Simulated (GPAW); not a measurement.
Runs of GPAW 26.7.0 on AgCl (Chlorargyrite). The structure is cubic, space group Fm-3m (No. 225). Conventional cell: a = 5.470 Å, b = 5.470 Å, c = 5.470 Å, α = 90.00°, β = 90.00°, γ = 90.00°. Around Ag (site symmetry m-3m) lie 6 Cl at 2.73 Å. Cl (site symmetry m-3m) has 6 Ag at 2.73 Å as nearest neighbours. 

```csv
task,level,potentials or basis,cell,k mesh,cutoff (eV),smearing,response ecut,maxiter,response k mesh,response bands,kernels,gap on the mesh (eV),pressure (GPa),relaxed volume (Å³/atom)
dielectric tensor,LDA,"the program's PAW data sets (release 1.2.1) made for this functional, pw",as given,7 × 7 × 7,450,fermi-dirac 0.001 eV,80 eV,150,21 × 21 × 21,32,"["RPA", "LR0.3", "ALDA_X"]",0.68,-,-
relaxation of cell and atoms,PBEsol,"PAW data sets generated in the run's folder for this functional, pw",relaxed,8 × 8 × 8,600,fermi-dirac 0.05 eV,-,150,-,-,-,0.70,0.0,20.24
single point,LDA,"the program's PAW data sets (release 1.2.1) made for this functional, pw",as given,7 × 7 × 7,450,fermi-dirac 0.05 eV,-,120,-,-,-,0.68,-4.2,-
band structure,r2SCAN,"GPAW PAW data sets (gpaw-data 1.2.1), pw",as given,8 × 8 × 8,600,fermi-dirac 0.05 eV,-,150,-,-,-,1.43,2.5,-
single point,PBE,"GPAW PAW data sets (gpaw-data 1.2.1), pw",as given,7 × 7 × 7,450,fermi-dirac 0.05 eV,-,120,-,-,-,(b),3.5,-
relaxation of cell and atoms,PBEsol+D4,"PAW data sets generated in the run's folder for this functional, pw",relaxed,8 × 8 × 8,600,fermi-dirac 0.05 eV,-,150,-,-,-,0.70,0.1,19.68
relaxation of cell and atoms,PBEsol,"PAW data sets generated in the run's folder for this functional, pw",relaxed to 20 GPa,8 × 8 × 8,600,fermi-dirac 0.05 eV,-,150,-,-,-,(c),19.9,-
relaxation of cell and atoms,PBEsol+D3,"PAW data sets generated in the run's folder for this functional, pw",relaxed,8 × 8 × 8,600,fermi-dirac 0.05 eV,-,150,-,-,-,0.70,0.0,19.62
relaxation of cell and atoms,PBEsol,"PAW data sets generated in the run's folder for this functional, pw",relaxed to 10 GPa,8 × 8 × 8,600,fermi-dirac 0.05 eV,-,150,-,-,-,0.74,10.0,-
relaxation of cell and atoms,PBEsol,"PAW data sets generated in the run's folder for this functional, pw",relaxed to 2 GPa,8 × 8 × 8,600,fermi-dirac 0.05 eV,-,150,-,-,-,0.70,2.0,-
relaxation of cell and atoms,PBEsol,"PAW data sets generated in the run's folder for this functional, pw",relaxed to 30 GPa,8 × 8 × 8,600,fermi-dirac 0.05 eV,-,150,-,-,-,(a),29.8,-
```

Alike in all rows: no spin polarisation.

Fill in the values left out.

(a) 0.89; (b) 0.97; (c) 0.81.

Caveats: later steps reuse the first step's grids (some runs); an odd mesh through Γ misses points on the zone boundary, where band edges often lie (some runs); the cutoff is short for stress and forces, so pressures can be off by a GPa or more (some runs); the volume moved by over 15 % at a fixed basis, so the end points are rough (some runs); the gap is small at this level, which inflates the dielectric constant (some runs); the long-wavelength limit can be off by several per cent where d states take part (some runs); the PAW data sets were made with another functional, which shifts forces and pressure a little (some runs).

A k mesh can miss the band edges, and the runs leave out spin-orbit coupling on Ag.
